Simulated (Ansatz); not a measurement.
Random displacements in SrTiO$_{3}$

Theory: Ansatz, DFT PBEsol, scalar-relativistic, plane waves, PAW. Cutoff 420 eV, Γ-centred 8×8×8 k-points, Gaussian smearing of 0.05 eV. No spin polarisation. Energies are free energies at this smearing, counted from the undisturbed cell; pressure is positive in compression.

The undisturbed cell (relaxed at this level; it needn't be the usual structure):

```
Sr Ti O
1.0
     3.89112    0.00000    0.00000
     0.00000    3.89112    0.00000
     0.00000    0.00000    3.89112
Sr Ti O
1 1 3
Direct
  0.00000 0.00000 0.00000
  0.50000 0.50000 0.50000
  0.00000 0.50000 0.50000
  0.50000 0.00000 0.50000
  0.50000 0.50000 0.00000
```

The atoms are displaced (Å, in the unstrained cell):

| atom | ux | uy | uz |
| --- | --- | --- | --- |
| Sr1 | 0.150 | 0.188 | 0.179 |
| Ti2 | -0.102 | 0.105 | -0.030 |
| O3 | -0.059 | -0.207 | -0.202 |
| O4 | -0.139 | -0.041 | 0.033 |
| O5 | 0.149 | -0.045 | 0.020 |

Strain (Voigt, engineering shear): (-0.0039, 0.0054, 0.0087, 0.0298, -0.0087, 0.0058).

What are the energy change, the stress and the forces?

ΔE = 126.4 meV/atom; stress (xx, yy, zz, yz, xz, xy; compression positive) (0.45, 6.93, 3.05, 0.62, 4.43, -1.77) GPa; gap on the mesh 2.03 eV.
```csv
atom,Fx (eV/Å),Fy,Fz
Sr1,-1.02,-0.94,-1.57
Ti2,0.90,-0.46,0.52
O3,0.94,1.47,1.70
O4,0.31,-0.32,0.18
O5,-1.12,0.24,-0.84
```

Symmetry holds off the tilts and polar distortions that many cubic perovskites undergo.

Cost: 1 run of about 0.94 core-minutes, on Arm Neoverse V1 (shared hosts).